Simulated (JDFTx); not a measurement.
# NiO (Fm-3m) in JDFTx: equation of state

How stiff is NiO in PBE, and what volume does it want? The cell is scaled to several volumes.

Everything below comes from runs of JDFTx 1.7.0 (patched build). Logs are shortened: lines on timing, memory, paths and dates and some standing lists are left out, and cuts for length are marked. The log counts tension as positive stress, the text compression.

## Step 1: The crystal as given

Symmetry: Fm-3m, No. 225, cubic system. The conventional cell has a = 4.172 Å, b = 4.172 Å, c = 4.172 Å, α = 90.00°, β = 90.00°, γ = 90.00°. Ni (site symmetry m-3m) has 6 O at 2.09 Å as nearest neighbours. O (site symmetry m-3m) has 6 Ni at 2.09 Å as nearest neighbours.

## Step 2: Equation of state, PBE, collinear spin, ferromagnetic start, 8.53 Å³/atom (volume scaled by 0.94)

File NiO.in:

```
lattice \
    0.0000000000     3.8613156992     3.8613156992 \
    3.8613156992     0.0000000000     3.8613156992 \
    3.8613156992     3.8613156992     0.0000000000
coords-type Lattice
ion Ni     0.0000000000     0.0000000000     0.0000000000 1
ion O      0.5000000000     0.5000000000     0.5000000000 1

ion-species pseudo/Ni.upf
ion-species pseudo/O.upf
elec-cutoff 49 392
elec-ex-corr gga-PBE
kpoint-folding 11 11 11
elec-smearing Fermi 0.0018374661
elec-n-bands 19
spintype z-spin
initial-magnetic-moments Ni 1
elec-initial-magnetization 1 no
electronic-SCF nIterations 100 energyDiffThreshold 1e-09
electronic-minimize nIterations 30 energyDiffThreshold 1e-7
forces-output-coords Cartesian

dump-name run.$VAR
dump End Ecomponents EigStats BandEigs Kpoints Forces Stress
```

Potentials or basis: PseudoDojo-SR-PBE-0.5-standard with smoothed tails.

On the command line:

```bash
jdftx -c 1 -i NiO.in -o NiO.out
```

What it wrote:

```text
*************** JDFTx 1.7.0 (patched build) ***************

[... 9 lines left out ...]
---------- Initializing the Grid ----------
R =
[            0      3.86132      3.86132  ]
[      3.86132            0      3.86132  ]
[      3.86132      3.86132            0  ]
unit cell volume = 115.143
G =
[  -0.813607   0.813607   0.813607  ]
[   0.813607  -0.813607   0.813607  ]
[   0.813607   0.813607  -0.813607  ]
Minimum fftbox size, Smin = [  52  52  52  ]
Chosen fftbox size, S = [  54  54  54  ]

---------- Initializing tighter grid for wavefunction operations ----------
R =
[            0      3.86132      3.86132  ]
[      3.86132            0      3.86132  ]
[      3.86132      3.86132            0  ]
unit cell volume = 115.143
G =
[  -0.813607   0.813607   0.813607  ]
[   0.813607  -0.813607   0.813607  ]
[   0.813607   0.813607  -0.813607  ]
Minimum fftbox size, Smin = [  36  36  36  ]
Chosen fftbox size, S = [  36  36  36  ]

---------- Exchange Correlation functional ----------
Initalized PBE GGA exchange.
Initalized PBE GGA correlation.

---------- Setting up pseudopotentials ----------
Width of ionic core gaussian charges (only for fluid interactions / plotting) set to 0

Reading pseudopotential file 'pseudo/Ni.upf':
  'Ni' pseudopotential, 'PBE' functional
  Generated using ONCVPSP code by D. R. Hamann
  18 valence electrons, 4 orbitals, 6 projectors, 1001 radial grid points, with lMax = 2
    3S    l: 0   occupation:  2.0   eigenvalue: -4.081355
    3P    l: 1   occupation:  6.0   eigenvalue: -2.623460
    3D    l: 2   occupation:  8.0   eigenvalue: -0.326118
    4S    l: 0   occupation:  2.0   eigenvalue: -0.207378
  Core radius for overlap checks: 1.60 bohrs.

Reading pseudopotential file 'pseudo/O.upf':
  'O' pseudopotential, 'PBE' functional
  Generated using ONCVPSP code by D. R. Hamann
  6 valence electrons, 2 orbitals, 5 projectors, 936 radial grid points, with lMax = 2
    2S    l: 0   occupation:  2.0   eigenvalue: -0.880572
    2P    l: 1   occupation:  4.0   eigenvalue: -0.331869
  Core radius for overlap checks: 1.39 bohrs.

Initialized 2 species with 2 total atoms.

Folded 1 k-points by 11x11x11 to 1331 k-points.

---------- Setting up k-points, bands, fillings ----------
Reduced to 56 k-points under symmetry.
Computing the number of bands and number of electrons
Calculating initial fillings.
nElectrons:  24.000000   nBands: 19   nStates: 112

----- Setting up reduced wavefunction bases (one per k-point) -----
average nbasis = 1886.330 , ideal nbasis = 1886.358

---------- Setting up ewald sum ----------
Optimum gaussian width for ewald sums = 1.753743 bohr.
Real space sum over 1331 unit cells with max indices [  5  5  5  ]
Reciprocal space sum over 2197 terms with max indices [  6  6  6  ]

---------- Allocating electronic variables ----------
Initializing wave functions:  linear combination of atomic orbitals
Note: number of bands (19) exceeds available atomic orbitals (14)
Ni (M=1) pseudo-atom majority spin occupations:   s ( 1 0.5 )  p ( 3 )  d ( 5 )
Ni (M=1) pseudo-atom minority spin occupations:   s ( 1 0 )  p ( 3 )  d ( 4.5 )
O pseudo-atom occupations:   s ( 2 )  p ( 4 )
	FillingsUpdate:  mu: +1.247836895  nElectrons: 24.000000  magneticMoment: [ Abs: 0.06389  Tot: +0.06389 ]
LCAOMinimize: Iter:   0  F: -173.1031662111976175  |grad|_K:  1.881e-02  alpha:  1.000e+00
	FillingsUpdate:  mu: +1.211612239  nElectrons: 24.000000  magneticMoment: [ Abs: 0.05368  Tot: +0.05368 ]
LCAOMinimize: Iter:   1  F: -177.4878157264811591  |grad|_K:  1.314e-02  alpha:  2.815e-01  linmin: -2.206e-01  cgtest:  6.751e-01
LCAOMinimize: 	Wrong curvature in test step, increasing alphaT to 8.445784e-01.
[... 41 lines of inner loops ...]
LCAOMinimize: Iter:  19  F: -180.0930317663890889  |grad|_K:  2.280e-06  alpha:  7.015e-01  linmin: -2.144e-05  cgtest:  1.270e-02
	FillingsUpdate:  mu: +0.611337587  nElectrons: 24.000000  magneticMoment: [ Abs: 1.69931  Tot: +1.69696 ]
LCAOMinimize: Iter:  20  F: -180.0930318110278847  |grad|_K:  1.557e-06  alpha:  4.250e-01  linmin:  8.580e-05  cgtest: -1.610e-03
LCAOMinimize: Converged (|Delta F|<1.000000e-06 for 2 iters).

-------- Electronic minimization -----------
Will mix electronic density at each iteration.
	FillingsUpdate:  mu: +0.611337587  nElectrons: 24.000000  magneticMoment: [ Abs: 1.69931  Tot: +1.69696 ]
	FillingsUpdate:  mu: +0.608743178  nElectrons: 24.000000  magneticMoment: [ Abs: 1.69931  Tot: +1.69696 ]
SCF: Cycle:  0   F: -180.117369088799677   dF: -2.434e-02   |Residual|: 9.227e-02   |deigs|: 8.060e-02
	FillingsUpdate:  mu: +0.590229399  nElectrons: 24.000000  magneticMoment: [ Abs: 1.65811  Tot: +1.64936 ]
SCF: Cycle:  1   F: -180.120790249357469   dF: -3.421e-03   |Residual|: 2.935e-02   |deigs|: 2.018e-02
	FillingsUpdate:  mu: +0.591553386  nElectrons: 24.000000  magneticMoment: [ Abs: 1.61834  Tot: +1.61158 ]
SCF: Cycle:  2   F: -180.121165393873099   dF: -3.751e-04   |Residual|: 1.814e-02   |deigs|: 3.981e-03
	FillingsUpdate:  mu: +0.590917017  nElectrons: 24.000000  magneticMoment: [ Abs: 1.62944  Tot: +1.62226 ]
SCF: Cycle:  3   F: -180.121322964362179   dF: -1.576e-04   |Residual|: 5.128e-03   |deigs|: 1.659e-03
	FillingsUpdate:  mu: +0.591644644  nElectrons: 24.000000  magneticMoment: [ Abs: 1.64138  Tot: +1.63332 ]
SCF: Cycle:  4   F: -180.121327285615365   dF: -4.321e-06   |Residual|: 1.558e-03   |deigs|: 7.282e-04
	FillingsUpdate:  mu: +0.591638405  nElectrons: 24.000000  magneticMoment: [ Abs: 1.64155  Tot: +1.63351 ]
SCF: Cycle:  5   F: -180.121327678324889   dF: -3.927e-07   |Residual|: 6.333e-04   |deigs|: 2.792e-04
	FillingsUpdate:  mu: +0.591610100  nElectrons: 24.000000  magneticMoment: [ Abs: 1.64189  Tot: +1.63403 ]
SCF: Cycle:  6   F: -180.121327748243800   dF: -6.992e-08   |Residual|: 2.333e-04   |deigs|: 2.189e-04
	FillingsUpdate:  mu: +0.591631722  nElectrons: 24.000000  magneticMoment: [ Abs: 1.64234  Tot: +1.63443 ]
SCF: Cycle:  7   F: -180.121327767197698   dF: -1.895e-08   |Residual|: 6.150e-05   |deigs|: 2.701e-04
	FillingsUpdate:  mu: +0.591641532  nElectrons: 24.000000  magneticMoment: [ Abs: 1.64249  Tot: +1.63455 ]
SCF: Cycle:  8   F: -180.121327770851110   dF: -3.653e-09   |Residual|: 4.097e-05   |deigs|: 3.288e-04
	FillingsUpdate:  mu: +0.591640414  nElectrons: 24.000000  magneticMoment: [ Abs: 1.64265  Tot: +1.63470 ]
SCF: Cycle:  9   F: -180.121327771943669   dF: -1.093e-09   |Residual|: 2.465e-05   |deigs|: 2.197e-04
	FillingsUpdate:  mu: +0.591637631  nElectrons: 24.000000  magneticMoment: [ Abs: 1.64278  Tot: +1.63484 ]
SCF: Cycle: 10   F: -180.121327772533476   dF: -5.898e-10   |Residual|: 5.573e-06   |deigs|: 1.582e-04
	FillingsUpdate:  mu: +0.591637894  nElectrons: 24.000000  magneticMoment: [ Abs: 1.64279  Tot: +1.63484 ]
SCF: Cycle: 11   F: -180.121327772646225   dF: -1.127e-10   |Residual|: 3.351e-06   |deigs|: 1.196e-04
SCF: Converged (|Delta E|<1.000000e-09 for 2 iters).

Setting wave functions to eigenvectors of Hamiltonian

# Stress tensor in Cartesian coordinates [Eh/a0^3]:
[ -0.000645234            0            0  ]
[            0 -0.000645234            0  ]
[            0            0 -0.000645234  ]

# Ionic positions in lattice coordinates:
ion Ni   0.000000000000000   0.000000000000000   0.000000000000000 1
ion O   0.500000000000000   0.500000000000000   0.500000000000000 1

# Forces in Cartesian coordinates:
force Ni   0.000000000000000  -0.000000000000000  -0.000000000000000 1
force O  -0.000000000000000   0.000000000000000  -0.000000000000000 1

# Energy components:
   Eewald =     -122.1042771896862007
       EH =       52.7463169997720911
     Eloc =     -150.5233165911722324
      Enl =      -29.3282782882862492
      Exc =      -25.6705518780095723
 Exc_core =        4.1613272711843878
       KE =       90.5978564881412893
-------------------------------------
     Etot =     -180.1209231880564516
       TS =        0.0004045845897708
-------------------------------------
        F =     -180.1213277726462252

IonicMinimize: Iter:   0  F: -180.121327772646225  |grad|_K:       -nan
IonicMinimize: None of the convergence criteria satisfied after 0 iterations.

#--- Lowdin population analysis ---
# oxidation-state Ni +1.066
# magnetic-moments Ni +1.321
# oxidation-state O -0.954
# magnetic-moments O +0.315

Dumping 'run.eigStats' ...
	eMin: -3.241005 at state 0 ( [ +0.000000 +0.000000 +0.000000 ] spin 1 )
	HOMO: +0.591483 at state 11 ( [ +0.000000 +0.090909 -0.454545 ] spin 1 )
	mu  : +0.591638
	LUMO: +0.591696 at state 4 ( [ +0.000000 +0.000000 +0.363636 ] spin 1 )
	eMax: +1.733759 at state 86 ( [ +0.000000 +0.363636 +0.363636 ] spin -1 )
	HOMO-LUMO gap: +0.000213
	Optical gap  : +0.004574 at state 10 ( [ +0.000000 +0.090909 +0.454545 ] spin 1 )
Done!
```

Run time: 1.8 min. Hardware: 1 thread of AMD EPYC 9R45 (Zen 5), shared host; peak memory 0.22 GiB.

What came out:

| Property | Result |
| --- | --- |
| Free energy | -4901.3510 eV |
| Pressure | 19.0 GPa |
| Band gap on the k mesh | none (metal or under the smearing width) |
| Net moment | 1.63 μB per cell |
| Absolute moment | 1.64 μB per cell |
| Site moments | Ni +1.32; O +0.32 μB |
| Loewdin charges | Ni +1.07; O -0.95 e |

Caveat: a cell with one magnetic atom can't hold antiferromagnetic order, which such compounds often take; semilocal functionals often make such compounds metallic where correlation or magnetic order opens a gap, which also shifts bond lengths.

## Step 3: Equation of state, PBE, collinear spin, ferromagnetic start, 8.71 Å³/atom (volume scaled by 0.96)

NiO.in, as its differences from that of step 2:

```diff
@@ -1,5 +1,5 @@
 lattice \
-    0.0000000000     3.8613156992     3.8613156992 \
-    3.8613156992     0.0000000000     3.8613156992 \
-    3.8613156992     3.8613156992     0.0000000000
+    0.0000000000     3.8885089592     3.8885089592 \
+    3.8885089592     0.0000000000     3.8885089592 \
+    3.8885089592     3.8885089592     0.0000000000
 coords-type Lattice
```

Potentials or basis: PseudoDojo-SR-PBE-0.5-standard with smoothed tails.

On the command line:

```bash
jdftx -c 1 -i NiO.in -o NiO.out
```

It took 1.8 min on 1 thread of AMD EPYC 9R45 (Zen 5), shared host; peak memory 0.22 GiB.

Results (log left out):

* Free energy: -4901.3889 eV
* Pressure: 14.5 GPa
* Band gap on the k mesh: none (metal or under the smearing width)
* Net moment: 1.73 μB per cell
* Absolute moment: 1.73 μB per cell
* Site moments: Ni +1.39; O +0.34 μB
* Loewdin charges: Ni +1.08; O -0.96 e

Caveat: a cell with one magnetic atom can't hold antiferromagnetic order, which such compounds often take; semilocal functionals often make such compounds metallic where correlation or magnetic order opens a gap, which also shifts bond lengths.

## Step 4: Equation of state, PBE, collinear spin, ferromagnetic start, 8.89 Å³/atom (volume scaled by 0.98)

NiO.in, as its differences from that of step 3:

```diff
@@ -1,5 +1,5 @@
 lattice \
-    0.0000000000     3.8885089592     3.8885089592 \
-    3.8885089592     0.0000000000     3.8885089592 \
-    3.8885089592     3.8885089592     0.0000000000
+    0.0000000000     3.9153271097     3.9153271097 \
+    3.9153271097     0.0000000000     3.9153271097 \
+    3.9153271097     3.9153271097     0.0000000000
 coords-type Lattice
```

On the command line:

```bash
jdftx -c 1 -i NiO.in -o NiO.out
```

Run time: 1.7 min. Hardware: 1 thread of AMD EPYC 9R45 (Zen 5), shared host; peak memory 0.22 GiB.

The run converged. Its results:

- Free energy: -4901.4169 eV
- Pressure: 10.1 GPa
- Band gap on the k mesh: none (metal or under the smearing width)
- Net moment: 1.79 μB per cell
- Absolute moment: 1.80 μB per cell
- Site moments: Ni +1.44; O +0.35 μB
- Loewdin charges: Ni +1.09; O -0.97 e

Caveat: a cell with one magnetic atom can't hold antiferromagnetic order, which such compounds often take; semilocal functionals often make such compounds metallic where correlation or magnetic order opens a gap, which also shifts bond lengths.

## Step 5: Equation of state, PBE, collinear spin, ferromagnetic start, 9.08 Å³/atom

NiO.in, as its differences from that of step 4:

```diff
@@ -1,5 +1,5 @@
 lattice \
-    0.0000000000     3.9153271097     3.9153271097 \
-    3.9153271097     0.0000000000     3.9153271097 \
-    3.9153271097     3.9153271097     0.0000000000
+    0.0000000000     3.9417828252     3.9417828252 \
+    3.9417828252     0.0000000000     3.9417828252 \
+    3.9417828252     3.9417828252     0.0000000000
 coords-type Lattice
```

On the command line:

```bash
jdftx -c 1 -i NiO.in -o NiO.out
```

Run time: 1.8 min. Hardware: 1 thread of AMD EPYC 9R45 (Zen 5), shared host; peak memory 0.23 GiB.

The run converged. Its results:

```yaml
Free_energy: -4901.4352 eV
Pressure: 6.0 GPa
Band_gap_on_the_k_mesh: none (metal or under the smearing width)
Net_moment: 1.83 μB per cell
Absolute_moment: 1.84 μB per cell
Site_moments: Ni +1.47; O +0.36 μB
Loewdin_charges: Ni +1.09; O -0.98 e
```

Caveat: a cell with one magnetic atom can't hold antiferromagnetic order, which such compounds often take; semilocal functionals often make such compounds metallic where correlation or magnetic order opens a gap, which also shifts bond lengths.

## Step 6: Equation of state, PBE, collinear spin, ferromagnetic start, 9.26 Å³/atom (volume scaled by 1.02)

NiO.in, as its differences from that of step 5:

```diff
@@ -1,5 +1,5 @@
 lattice \
-    0.0000000000     3.9417828252     3.9417828252 \
-    3.9417828252     0.0000000000     3.9417828252 \
-    3.9417828252     3.9417828252     0.0000000000
+    0.0000000000     3.9678881079     3.9678881079 \
+    3.9678881079     0.0000000000     3.9678881079 \
+    3.9678881079     3.9678881079     0.0000000000
 coords-type Lattice
```

Potentials or basis: PseudoDojo-SR-PBE-0.5-standard with smoothed tails.

On the command line:

```bash
jdftx -c 1 -i NiO.in -o NiO.out
```

It took 100 s on 1 thread of AMD EPYC 9R45 (Zen 5), shared host; peak memory 0.23 GiB.

It converged, with:

- Free energy: -4901.4447 eV
- Pressure: 2.3 GPa
- Band gap on the k mesh: none (metal or under the smearing width)
- Net moment: 1.86 μB per cell
- Absolute moment: 1.88 μB per cell
- Site moments: Ni +1.49; O +0.37 μB
- Loewdin charges: Ni +1.09; O -0.98 e

Caveat: a cell with one magnetic atom can't hold antiferromagnetic order, which such compounds often take; semilocal functionals often make such compounds metallic where correlation or magnetic order opens a gap, which also shifts bond lengths.

## Step 7: Equation of state, PBE, collinear spin, ferromagnetic start, 9.44 Å³/atom (volume scaled by 1.04)

NiO.in, as its differences from that of step 6:

```diff
@@ -1,5 +1,5 @@
 lattice \
-    0.0000000000     3.9678881079     3.9678881079 \
-    3.9678881079     0.0000000000     3.9678881079 \
-    3.9678881079     3.9678881079     0.0000000000
+    0.0000000000     3.9936543371     3.9936543371 \
+    3.9936543371     0.0000000000     3.9936543371 \
+    3.9936543371     3.9936543371     0.0000000000
 coords-type Lattice
```

On the command line:

```bash
jdftx -c 1 -i NiO.in -o NiO.out
```

Wall time 97 s (1 thread of AMD EPYC 9R45 (Zen 5), shared host); peak memory 0.24 GiB.

The run converged. Its results:

```yaml
Free_energy: -4901.4461 eV
Pressure: -1.1 GPa
Band_gap_on_the_k_mesh: none (metal or under the smearing width)
Net_moment: 1.89 μB per cell
Absolute_moment: 1.91 μB per cell
Site_moments: Ni +1.52; O +0.38 μB
Loewdin_charges: Ni +1.10; O -0.98 e
```

Caveat: a cell with one magnetic atom can't hold antiferromagnetic order, which such compounds often take; semilocal functionals often make such compounds metallic where correlation or magnetic order opens a gap, which also shifts bond lengths.

## Step 8: Equation of state, PBE, collinear spin, ferromagnetic start, 9.62 Å³/atom (volume scaled by 1.06)

NiO.in, as its differences from that of step 7:

```diff
@@ -1,5 +1,5 @@
 lattice \
-    0.0000000000     3.9936543371     3.9936543371 \
-    3.9936543371     0.0000000000     3.9936543371 \
-    3.9936543371     3.9936543371     0.0000000000
+    0.0000000000     4.0190923118     4.0190923118 \
+    4.0190923118     0.0000000000     4.0190923118 \
+    4.0190923118     4.0190923118     0.0000000000
 coords-type Lattice
```

On the command line:

```bash
jdftx -c 1 -i NiO.in -o NiO.out
```

Wall time 1.7 min (1 thread of AMD EPYC 9R45 (Zen 5), shared host); peak memory 0.24 GiB.

Results (log left out):

```yaml
Free_energy: -4901.4401 eV
Pressure: -4.2 GPa
Band_gap_on_the_k_mesh: none (metal or under the smearing width)
Net_moment: 1.92 μB per cell
Absolute_moment: 1.93 μB per cell
Site_moments: Ni +1.53; O +0.39 μB
Loewdin_charges: Ni +1.10; O -0.98 e
```

Caveat: a cell with one magnetic atom can't hold antiferromagnetic order, which such compounds often take; semilocal functionals often make such compounds metallic where correlation or magnetic order opens a gap, which also shifts bond lengths.

## Step 9: Equation of state, PBE, collinear spin, ferromagnetic start

Potentials or basis: PseudoDojo-SR-PBE-0.5-standard with smoothed tails.

No new run: the results of the series are fitted here.

Results:

```yaml
Equilibrium_volume: 9.38 Å³/atom
Bulk_modulus: 176 GPa
Pressure_derivative_of_the_bulk_modulus: "3.0 (rough: it moves with the points fitted)"
```

Energy against volume, from the lowest point:
```csv
volume (Å³/atom),energy (meV/atom)
8.531,47.52
8.713,28.56
8.894,14.60
9.076,5.42
9.257,0.69
9.439,0.00
9.620,2.99
```

PBE usually gives volumes a little too large and moduli too small. Zero-point motion and thermal expansion aren't in these numbers.
